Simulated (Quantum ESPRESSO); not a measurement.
Zn under changes of volume

One of the cells (15.169 Å³/atom); the others are scaled copies at fixed shape and fractional positions:

```
CELL_PARAMETERS angstrom
0.00000 1.96478 1.96478
1.96478 0.00000 1.96478
1.96478 1.96478 0.00000
ATOMIC_POSITIONS crystal
Zn 0.00000 0.00000 0.00000
```

This isn't the form of Zn at room conditions, which is hcp.

```yaml
Program: Quantum ESPRESSO 7.5
Functional: LDA
Potentials_or_basis: GBRV 1.5 LDA
Cutoff: 762 eV
Density_cutoff: 6095 eV
k_mesh: 12 × 12 × 12
Occupations: fermi-dirac, width 0.05 eV
Spin: no spin polarisation
```

```csv
volume (Å³/atom),energy over the lowest point (meV/atom),pressure (GPa)
14.259,0.00,-4.7
14.563,10.11,-6.2
14.866,22.79,-7.4
15.169,37.70,-8.5
15.473,54.57,-9.5
15.776,?,?
16.080,92.95,-10.9
```

Problem. What does the run at 15.776 Å³/atom give?

Solution. Energy over the lowest point 73.08 meV/atom; pressure -10.3 GPa.

Worked out: A Birch-Murnaghan fit of order 3 (a polynomial in V^(-2/3)) to the other rows has no minimum within the range. It gives 73.03 meV/atom at 15.776 Å³/atom, against the run's 73.08, and -dE/dV = -10.1 GPa, against -10.3.

Energies are extrapolated to zero smearing.
